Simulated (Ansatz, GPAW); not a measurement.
# A Pb chain with CO on top of one atom: relaxation, then transmission at several levels, part 2 of 2

Wanted: T(E) of a Pb chain with CO on top of one atom at a relaxed geometry in two programs, beside the unrelaxed structure.

GPAW 26.7.0 and Ansatz 0.2.0; Ansatz plane waves; relaxation of the junction with the lead ends held; PAW set soft_1 (the session's first sound run).

So far, transmission at the Fermi level (one spin): step 3 (plane waves, PBE) 2.04.

**4. GPAW, dzp**

The script solves lead and junction separately, takes H and S in the orbital basis, and joins semi-infinite leads through their self-energies; the dzp basis is the working standard.

This step: GPAW LCAO, PAW setups; Landauer transmission from Green's functions with principal layers (ASE), zero bias (GPAW 26.7.0).

Input file run.py:

```python
import json
import numpy as np
from ase import Atoms
from ase.transport.calculators import TransportCalculator
from gpaw import GPAW, FermiDirac
from gpaw.lcao.tools import get_lcao_hamiltonian
from scipy.linalg import eigh

# The junction with lead layers at both ends, along the third cell vector
device = Atoms(
    ['Pb', 'Pb', 'Pb', 'Pb', 'Pb', 'Pb', 'Pb', 'C', 'O', 'Pb', 'Pb', 'Pb', 'Pb', 'Pb', 'Pb'],
    positions=[
        [4.50000, 4.50000, 1.45000],
        [4.50000, 4.50000, 4.35000],
        [4.50000, 4.50000, 7.25000],
        [4.50000, 4.50000, 10.15000],
        [3.81854, 3.90338, 13.00703],
        [4.80776, 4.61082, 15.75685],
        [4.00879, 4.12728, 18.84737],
        [6.04111, 5.32527, 18.84774],
        [7.03650, 5.91340, 18.84720],
        [4.80928, 4.61062, 21.93714],
        [3.83304, 3.89577, 24.69069],
        [4.50000, 4.50000, 27.55000],
        [4.50000, 4.50000, 30.45000],
        [4.50000, 4.50000, 33.35000],
        [4.50000, 4.50000, 36.25000]],
    cell=[[9.0, 0.0, 0.0], [0.0, 9.0, 0.0], [0.0, 0.0, 37.7]],
    pbc=True)

# One principal layer of the lead: the first 3 atoms of the device
lead = Atoms(
    ['Pb', 'Pb', 'Pb'],
    positions=[
        [4.50000, 4.50000, 1.45000],
        [4.50000, 4.50000, 4.35000],
        [4.50000, 4.50000, 7.25000]],
    cell=[[9.0, 0.0, 0.0], [0.0, 9.0, 0.0], [0.0, 0.0, 8.7]],
    pbc=True)

settings = dict(mode='lcao', basis='dzp', xc='PBE', h=0.18,
                occupations=FermiDirac(0.1), maxiter=250,
                mixer=dict(beta=0.1, nmaxold=8, weight=100.0),
                convergence=dict(density=0.0001))
energies = np.arange(-2, 2 + 1e-9, 0.025)
eta = 0.0001
n1, n2 = 1, 1
# k and -k transmit alike, so half of the mesh across the current serves
mesh = [(i, j) for i in range(n1) for j in range(n2) if (i, j) <= (-i % n1, -j % n2)]
weights = np.array([1 if (i, j) == (-i % n1, -j % n2) else 2 for i, j in mesh]) / (n1 * n2)

# [... helper functions left out ...]
fermi_lead = ground_state(lead, (1, 1, 13), 'lead.txt')
fermi_device = ground_state(device, (1, 1, 2), 'device.txt')
# [... loop over the mesh left out, but for ...]
        # Shift the lead onto the potential of the device's first layer
        shift = ((H[:, 0, 0] - H0[:, 0, 0]) / S0[0, 0]).real.mean()
# [...]
kT = 8.617333e-5 * 300
bias = [0.1, 0.2, 0.5, 1.0, 1.5, 2.0]
# [... integrals and printing left out ...]
```

Command:

```sh
OMP_NUM_THREADS=1 OPENBLAS_NUM_THREADS=1 python run.py
```

The job ended after 3 min (1 thread of AMD EPYC 7R13 (Zen 3), shared host; peak memory 1.8 GiB).

This step gave:

```
conductance                                    : 2.026 G₀
largest coupling past the next principal layer : 2.76e-8 eV
largest misfit of the first principal layer    : 0.01430 eV
shift that aligns the lead                     : 0.01161 eV
basis functions of the junction                : 325
basis functions of a principal layer           : 69
transmission at the Fermi level (one spin)     : 2.029
```

One spin. Transmission, zone mean against energy, zero at the Fermi level:

```tsv
energy (eV)	transmission, zone mean
-2.000	0.156
-1.900	0.276
-1.800	0.490
-1.700	0.808
-1.600	0.998
-1.500	0.840
-1.400	0.589
-1.300	0.412
-1.200	0.306
-1.100	0.246
-1.000	0.219
-0.900	0.228
-0.800	0.323
-0.700	0.910
-0.650	1.83
-0.600	1.72
-0.500	1.65
-0.400	1.74
-0.300	1.84
-0.200	1.91
-0.100	1.98
0.000	2.03
0.100	2.06
0.175	2.06
0.200	2.06
0.300	2.04
0.400	2.02
0.500	2.00
0.600	1.98
0.700	1.99
0.800	1.99
0.900	1.99
1.000	1.98
1.100	1.94
1.200	1.87
1.300	1.79
1.400	1.67
1.500	1.54
1.600	1.37
1.700	1.19
1.800	0.997
1.900	0.824
2.000	0.679
```

Not self-consistent under bias; the bias window is split evenly. Table of current through one cell, from the zero-bias transmission by bias:

```tsv
bias (V)	current through one cell, from the zero-bias transmission (μA)
0.100	15.7
0.200	31.3
0.500	77.7
1.000	151
1.500	217
2.000	262
```

Table of transmission of the three most open eigenchannels by energy, zero at the Fermi level:

```tsv
energy (eV)	channel 1	channel 2	channel 3
-2.000	0.156	0	0
-1.900	0.276	0	0
-1.800	0.490	0	0
-1.700	0.808	0	0
-1.600	0.998	0	0
-1.500	0.840	0	0
-1.400	0.589	0	0
-1.300	0.412	0	0
-1.200	0.306	0	0
-1.100	0.246	0	0
-1.000	0.219	0	0
-0.900	0.228	0	0
-0.800	0.323	1.4e-12	0
-0.700	0.910	9.1e-7	8.2e-10
-0.600	0.970	0.751	0.00211
-0.500	0.947	0.702	0.00490
-0.400	0.941	0.791	0.00981
-0.300	0.946	0.873	0.0181
-0.200	0.961	0.920	0.0312
-0.100	0.982	0.946	0.0504
0.000	0.996	0.956	0.0768
0.100	0.996	0.951	0.111
0.200	0.981	0.930	0.151
0.300	0.960	0.889	0.196
0.400	0.944	0.832	0.242
0.500	0.939	0.769	0.288
0.600	0.946	0.711	0.327
0.700	0.962	0.667	0.357
0.800	0.981	0.637	0.375
0.900	0.996	0.620	0.378
1.000	0.998	0.611	0.368
1.100	0.983	0.609	0.346
1.200	0.952	0.607	0.315
1.300	0.908	0.599	0.280
1.400	0.854	0.577	0.244
1.500	0.796	0.531	0.211
1.600	0.737	0.456	0.182
1.700	0.678	0.354	0.157
1.800	0.620	0.242	0.135
1.900	0.562	0.153	0.108
2.000	0.503	0.119	0.0568
```

At the Fermi level T is 2.03 against 2.04 in plane waves. Couplings past the next layer reach 2.8e-8 eV, small enough to drop; the matrix elements of the cell's first layer differ from the bulk lead's by up to 0.014 eV. That layer keeps its own values in the calculation, and only beyond it is the lead taken as perfect. The Fermi levels of lead and junction count from different zeros of potential, one for each periodic cell; with both set to zero, the small remaining shift is what aligns them. Without spin-orbit coupling, which is large for these atoms, channel counts and T are those of the scalar-relativistic bands. By hand: G = 2.026 × 77.48 μS = 157 μS, a resistance of 6.37 kΩ; at 0.1 V a linear junction would pass 15.7 μA, and the integral over the bias window gives 15.7 μA.

**5. GPAW, szp: basis = "szp(dzp)"**

One radial function a shell plus polarisation makes the matrices smaller; the question is what that costs.

run.py, as its differences from that of step 4:

```diff
@@ -40,3 +40,3 @@
 
-settings = dict(mode='lcao', basis='dzp', xc='PBE', h=0.18,
+settings = dict(mode='lcao', basis='szp(dzp)', xc='PBE', h=0.18,
                 occupations=FermiDirac(0.1), maxiter=250,
```

Run time: 2.8 min. Hardware: 1 thread; peak memory 1.8 GiB.

Numbers from this step:

| Quantity | Value |
| --- | --- |
| conductance | 2.029 G₀ |
| thermopower | -1.546 μV/K |
| largest coupling past the next principal layer | 2.75e-8 eV |
| largest misfit of the first principal layer | 0.01791 eV |
| shift that aligns the lead | 0.01024 eV |
| basis functions of the junction | 200 |
| basis functions of a principal layer | 42 |
| transmission at the Fermi level (one spin) | 2.031 |

The conductance equals that of the dzp run to 0.2 %.

**6. GPAW, sz: basis = "sz(dzp)"**

One function for each valence shell of the setup, as for a first survey of a large system.

run.py, as its differences from that of step 5:

```diff
@@ -40,3 +40,3 @@
 
-settings = dict(mode='lcao', basis='szp(dzp)', xc='PBE', h=0.18,
+settings = dict(mode='lcao', basis='sz(dzp)', xc='PBE', h=0.18,
                 occupations=FermiDirac(0.1), maxiter=250,
```

Wall time 2 min (1 thread); peak memory 1.6 GiB.

Numbers from this step:

* conductance: 2.043 G₀
* thermopower: -1.753 μV/K
* largest coupling past the next principal layer: 2.77e-8 eV
* largest misfit of the first principal layer: 0.02614 eV
* shift that aligns the lead: 0.01512 eV
* basis functions of the junction: 125
* basis functions of a principal layer: 27
* transmission at the Fermi level (one spin): 2.045

The conductance, 2.04 G₀, lies 0.8 % above that of the dzp run.

**7. revPBE in the dzp basis: xc = "revPBE"**

Back in the dzp basis, the functional changes from PBE to revPBE, to set the spread between functionals beside that between bases.

run.py, as its differences from that of step 6:

```diff
@@ -40,3 +40,3 @@
 
-settings = dict(mode='lcao', basis='sz(dzp)', xc='PBE', h=0.18,
+settings = dict(mode='lcao', basis='dzp', xc='revPBE', h=0.18,
                 occupations=FermiDirac(0.1), maxiter=250,
```

Run time: 3.3 min. Hardware: 1 thread; peak memory 1.8 GiB.

Numbers from this step:

```
conductance                                    : 2.022 G₀
largest coupling past the next principal layer : 2.73e-8 eV
largest misfit of the first principal layer    : 0.01369 eV
shift that aligns the lead                     : 0.01185 eV
basis functions of the junction                : 325
basis functions of a principal layer           : 69
transmission at the Fermi level (one spin)     : 2.024
```

One spin. The transmission, zone mean by energy, zero at the Fermi level:

```tsv
energy (eV)	transmission, zone mean
-2.000	0.164
-1.900	0.289
-1.800	0.511
-1.700	0.828
-1.600	0.998
-1.500	0.830
-1.400	0.584
-1.300	0.410
-1.200	0.306
-1.100	0.247
-1.000	0.222
-0.900	0.232
-0.800	0.330
-0.700	0.911
-0.600	1.72
-0.500	1.67
-0.400	1.74
-0.300	1.84
-0.200	1.91
-0.100	1.98
0.000	2.02
0.100	2.05
0.150	2.05
0.200	2.05
0.300	2.03
0.400	2.00
0.500	1.98
0.600	1.97
0.700	1.97
0.800	1.98
0.900	1.98
1.000	1.97
1.100	1.93
1.200	1.87
1.300	1.78
1.400	1.67
1.500	1.53
1.600	1.37
1.700	1.19
1.800	0.997
1.900	0.825
2.000	0.682
```

The conductance, 2.02 G₀, lies 0.2 % below that of the dzp run.

**8. Without the relaxation: geometry = "as built"**

The dzp basis with PBE on the structure as first built shows what the relaxation was worth.

run.py, as its differences from that of step 7:

```diff
@@ -16,9 +16,9 @@
         [4.50000, 4.50000, 10.15000],
-        [3.81854, 3.90338, 13.00703],
-        [4.80776, 4.61082, 15.75685],
-        [4.00879, 4.12728, 18.84737],
-        [6.04111, 5.32527, 18.84774],
-        [7.03650, 5.91340, 18.84720],
-        [4.80928, 4.61062, 21.93714],
-        [3.83304, 3.89577, 24.69069],
+        [4.50000, 4.50000, 13.05000],
+        [4.50000, 4.50000, 15.95000],
+        [4.50000, 4.50000, 18.85000],
+        [6.47020, 4.50000, 18.85000],
+        [7.63020, 4.50000, 18.85000],
+        [4.50000, 4.50000, 21.75000],
+        [4.50000, 4.50000, 24.65000],
         [4.50000, 4.50000, 27.55000],
@@ -40,3 +40,3 @@
 
-settings = dict(mode='lcao', basis='dzp', xc='revPBE', h=0.18,
+settings = dict(mode='lcao', basis='dzp', xc='PBE', h=0.18,
                 occupations=FermiDirac(0.1), maxiter=250,
```

Wall time 2 min (1 thread); peak memory 1.8 GiB.

Numbers from this step:

* conductance: 2.044 G₀
* largest coupling past the next principal layer: 2.76e-8 eV
* largest misfit of the first principal layer: 0.009123 eV
* shift that aligns the lead: -0.01087 eV
* transmission at the Fermi level (one spin): 2.047

One spin. The transmission, zone mean by energy, zero at the Fermi level:

```tsv
energy (eV)	transmission, zone mean
-2.000	0.903
-1.900	0.912
-1.800	0.919
-1.700	0.924
-1.600	0.928
-1.500	0.931
-1.400	0.934
-1.300	0.936
-1.200	0.937
-1.100	0.938
-1.000	0.939
-0.900	0.939
-0.800	0.938
-0.700	0.963
-0.600	1.37
-0.500	1.60
-0.400	1.73
-0.300	1.85
-0.200	1.96
-0.100	2.02
0.000	2.05
0.050	2.05
0.100	2.05
0.200	2.03
0.300	2.00
0.400	1.97
0.500	1.92
0.600	1.88
0.700	1.83
0.800	1.78
0.900	1.73
1.000	1.68
1.100	1.63
1.200	1.58
1.300	1.53
1.400	1.48
1.500	1.43
1.600	1.38
1.700	1.34
1.800	1.29
1.900	1.25
2.000	1.21
```

The conductance, 2.04 G₀, lies 0.9 % above that of the dzp run.

**9. The ladder**

Times are wall times on the hardware named with each run. The series side by side:

```tsv
no.	run	conductance (G₀)	time	memory (GiB)
1	pw PBE	2.034	77 s	3.7
2	dzp	2.026	3 min	1.8
3	szp	2.029	2.8 min	1.8
4	sz	2.043	2 min	1.6
5	dzp revPBE	2.022	3.3 min	1.8
6	asbuilt	2.044	2 min	1.8
```

**10. Comparison**

The curves are compared point by point over the common energies.

This step: comparison of transmission and cost over codes, levels and geometry; PAW set soft_1 (GPAW 26.7.0).

Ladder, by row:

```tsv
step	code	T at the Fermi level (sum over the listed spins)	conductance (G0)	r.m.s. T(E) from the first	wall time (s)	peak memory (GiB)	threads
pw-pbe	Ansatz	2.037	2.034	0	76.64	3.745	4
dzp	GPAW	2.029	2.026	0.09812	180.7	1.8	1
szp	GPAW	2.031	2.029	0.1443	165.6	1.76	1
sz	GPAW	2.045	2.043	0.1603	119.8	1.63	1
dzp-revPBE	GPAW	2.024	2.022	0.101	200.8	1.8	1
asbuilt	GPAW	2.047	2.044	0.3811	118.7	1.8	1
```

The transmission, zone mean, sum over the listed spins by energy, zero at the Fermi level:

```tsv
energy (eV)	pw-pbe	dzp	szp	sz	dzp-revPBE	asbuilt
-2.000	0.123	0.156	0.178	0.214	0.164	0.903
-1.900	0.222	0.276	0.315	0.367	0.289	0.912
-1.800	0.408	0.490	0.547	0.617	0.511	0.919
-1.700	0.721	0.808	0.852	0.908	0.828	0.924
-1.625	0.952	0.984	0.992	0.998	0.989	0.927
-1.600	0.991	0.998	0.997	0.985	0.998	0.928
-1.575	0.999	0.987	0.981	0.952	0.982	0.929
-1.500	0.874	0.840	0.841	0.788	0.830	0.931
-1.400	0.601	0.589	0.608	0.558	0.584	0.934
-1.300	0.407	0.412	0.436	0.398	0.410	0.936
-1.200	0.294	0.306	0.329	0.299	0.306	0.937
-1.100	0.232	0.246	0.266	0.241	0.247	0.938
-1.000	0.205	0.219	0.235	0.215	0.222	0.939
-0.900	0.214	0.228	0.239	0.227	0.232	0.939
-0.800	0.316	0.323	0.318	0.347	0.330	0.938
-0.700	1.99	0.910	0.789	1.85	0.911	0.963
-0.600	1.71	1.72	1.71	1.67	1.72	1.37
-0.500	1.65	1.65	1.63	1.64	1.67	1.60
-0.400	1.72	1.74	1.72	1.74	1.74	1.73
-0.300	1.82	1.84	1.82	1.84	1.84	1.85
-0.200	1.92	1.91	1.91	1.92	1.91	1.96
-0.100	1.99	1.98	1.98	1.99	1.98	2.02
0.000	2.04	2.03	2.03	2.05	2.02	2.05
0.100	2.06	2.06	2.06	2.09	2.05	2.05
0.175	2.07	2.06	2.07	2.10	2.05	2.04
0.200	2.07	2.06	2.07	2.11	2.05	2.03
0.300	2.05	2.04	2.07	2.11	2.03	2.00
0.400	2.03	2.02	2.06	2.11	2.00	1.97
0.500	2.02	2.00	2.05	2.12	1.98	1.92
0.600	2.01	1.98	2.05	2.14	1.97	1.88
0.700	2.00	1.99	2.07	2.15	1.97	1.83
0.725	2.00	1.99	2.07	2.15	1.97	1.81
0.800	2.01	1.99	2.07	2.15	1.98	1.78
0.900	2.00	1.99	2.05	2.11	1.98	1.73
1.000	1.98	1.98	2.00	2.02	1.97	1.68
1.100	1.93	1.94	1.92	1.89	1.93	1.63
1.200	1.86	1.87	1.81	1.71	1.87	1.58
1.300	1.73	1.79	1.66	1.51	1.78	1.53
1.400	1.62	1.67	1.50	1.29	1.67	1.48
1.500	1.47	1.54	1.31	1.06	1.53	1.43
1.600	1.28	1.37	1.11	0.844	1.37	1.38
1.700	1.08	1.19	0.901	0.684	1.19	1.34
1.800	0.886	0.997	0.714	0.613	0.997	1.29
1.900	0.723	0.824	0.569	0.651	0.825	1.25
2.000	0.615	0.679	0.477	0.839	0.682	1.21
```

**11. Mixing 0.25**

Mixing changes the road to self-consistency, not its end. The mixing history changes the road to self-consistency, not its end.

This step: GPAW LCAO, PAW setups; Landauer transmission from Green's functions with principal layers (ASE), zero bias (GPAW 26.7.0).

run.py, as its differences from that of step 8:

```diff
@@ -16,9 +16,9 @@
         [4.50000, 4.50000, 10.15000],
-        [4.50000, 4.50000, 13.05000],
-        [4.50000, 4.50000, 15.95000],
-        [4.50000, 4.50000, 18.85000],
-        [6.47020, 4.50000, 18.85000],
-        [7.63020, 4.50000, 18.85000],
-        [4.50000, 4.50000, 21.75000],
-        [4.50000, 4.50000, 24.65000],
+        [3.81854, 3.90338, 13.00703],
+        [4.80776, 4.61082, 15.75685],
+        [4.00879, 4.12728, 18.84737],
+        [6.04111, 5.32527, 18.84774],
+        [7.03650, 5.91340, 18.84720],
+        [4.80928, 4.61062, 21.93714],
+        [3.83304, 3.89577, 24.69069],
         [4.50000, 4.50000, 27.55000],
@@ -42,3 +42,3 @@
                 occupations=FermiDirac(0.1), maxiter=250,
-                mixer=dict(beta=0.1, nmaxold=8, weight=100.0),
+                mixer=dict(beta=0.25, nmaxold=3, weight=100.0),
                 convergence=dict(density=0.0001))
```

Run time: 3.6 min. Hardware: 1 thread; peak memory 1.6 GiB.

This step gave:

- conductance: 2.027 G₀
- largest misfit of the first principal layer: 0.01423 eV
- shift that aligns the lead: 0.01224 eV
- transmission at the Fermi level (one spin): 2.030

One spin. Transmission, zone mean against energy, zero at the Fermi level:

energy (eV), transmission, zone mean and a bar:
```
   -2.000       0.16 
   -1.900       0.28 ##
   -1.800       0.50 #####
   -1.700       0.81 ##########
   -1.600       1.00 #############
   -1.500       0.84 ###########
   -1.400       0.59 #######
   -1.300       0.41 ####
   -1.200       0.31 ##
   -1.100       0.25 #
   -1.000       0.22 #
   -0.900       0.23 #
   -0.800       0.32 ###
   -0.700       0.91 ############
   -0.650       1.81 ##########################
   -0.600       1.72 #########################
   -0.500       1.66 ########################
   -0.400       1.74 #########################
   -0.300       1.84 ##########################
   -0.200       1.91 ############################
   -0.100       1.98 #############################
    0.000       2.03 #############################
    0.100       2.06 ##############################
    0.175       2.06 ##############################
    0.200       2.06 ##############################
    0.300       2.04 ##############################
    0.400       2.02 #############################
    0.500       2.00 #############################
    0.600       1.98 #############################
    0.700       1.99 #############################
    0.800       1.99 #############################
    0.900       1.99 #############################
    1.000       1.98 #############################
    1.100       1.94 ############################
    1.200       1.87 ###########################
    1.300       1.79 ##########################
    1.400       1.67 ########################
    1.500       1.54 ######################
    1.600       1.37 ###################
    1.700       1.19 ################
    1.800       1.00 #############
    1.900       0.82 ##########
    2.000       0.68 ########
```

Not self-consistent under bias; the bias window is split evenly. Current through one cell, from the zero-bias transmission against bias:

```tsv
bias (V)	current through one cell, from the zero-bias transmission (μA)
0.100	15.7
0.200	31.4
0.500	77.7
1.000	151
1.500	217
2.000	262
```

Transmission of the three most open eigenchannels against energy, zero at the Fermi level:

```tsv
energy (eV)	channel 1	channel 2	channel 3
-2.000	0.158	0	0
-1.900	0.279	0	0
-1.800	0.496	0	0
-1.700	0.813	0	0
-1.600	0.998	0	0
-1.500	0.838	0	0
-1.400	0.587	0	0
-1.300	0.411	0	0
-1.200	0.305	0	0
-1.100	0.245	0	0
-1.000	0.218	0	0
-0.900	0.228	0	0
-0.800	0.323	1.4e-12	0
-0.700	0.906	9.0e-7	7.3e-10
-0.600	0.972	0.748	0.00212
-0.500	0.947	0.707	0.00494
-0.400	0.941	0.791	0.00989
-0.300	0.946	0.873	0.0182
-0.200	0.962	0.921	0.0313
-0.100	0.982	0.946	0.0506
0.000	0.997	0.956	0.0771
0.100	0.996	0.951	0.111
0.200	0.981	0.929	0.151
0.300	0.960	0.888	0.196
0.400	0.944	0.831	0.243
0.500	0.939	0.768	0.288
0.600	0.946	0.711	0.328
0.700	0.962	0.667	0.357
0.800	0.982	0.636	0.375
0.900	0.996	0.619	0.378
1.000	0.998	0.611	0.367
1.100	0.983	0.609	0.345
1.200	0.952	0.607	0.314
1.300	0.907	0.599	0.279
1.400	0.853	0.577	0.244
1.500	0.796	0.530	0.211
1.600	0.737	0.454	0.181
1.700	0.678	0.351	0.157
1.800	0.620	0.241	0.135
1.900	0.562	0.152	0.108
2.000	0.503	0.119	0.0561
```

The conductance equals that of the dzp run to 0.2 %.

**12. Summary of results**

```
conductance                                        : 2.03 G₀
transmission at the Fermi level, mean of the spins : 2.03
thermopower                                        : about 0 (under 1.5 μV/K)
```

**Reading.** In the dzp basis the junction conducts 2.03 G₀ at 300 K, with T = 2.03 a spin at the Fermi level; the sz basis reaches that conductance within 10 %. Relaxation moved atoms by up to 1.5 Å and took the conductance from 2.04 to 2.03 G₀, as a ratio about as much as the step from dzp to the minimal basis. Plane waves (PBE) give T = 2.04 there. At the Fermi level the three most open eigenchannels pass 1.00, 0.96 and 0.077. Measured against the first run (pw-pbe), the nearest curve is that of dzp (r.m.s. 0.098) and the farthest that of asbuilt (0.38). Over the compared runs wall time goes from 77 s (pw-pbe) to 201 s (dzp-revPBE), on a shared host; the plane-wave run used 4 threads and the orbital runs 1. Moves of this size go well beyond a change of bond lengths: the free chain atoms or the scatterer took up a new arrangement, and the name in the title describes the start. The leads kept an estimated spacing and the cell its length, so the junction may be under some tension or compression. Spin-orbit coupling is left out, which matters for the heavy atoms here. An evenly spaced straight chain is an idealisation: free chains tend to dimerise, zigzag or, where a band edge lies near the Fermi level, turn magnetic. The currents use the zero-bias T(E) throughout, which holds only while the bias is small against the distance to the nearest feature.

[Logs are printed without paths, hosts, clocks, repeated set-up lines and the standing remarks that a program may print on its own settings, such as how far it seeks lower states.]

[Hosts, paths, dates, database ids (printed as entryN), source tags and the programs' standing remarks are cut or masked in the printed files.]
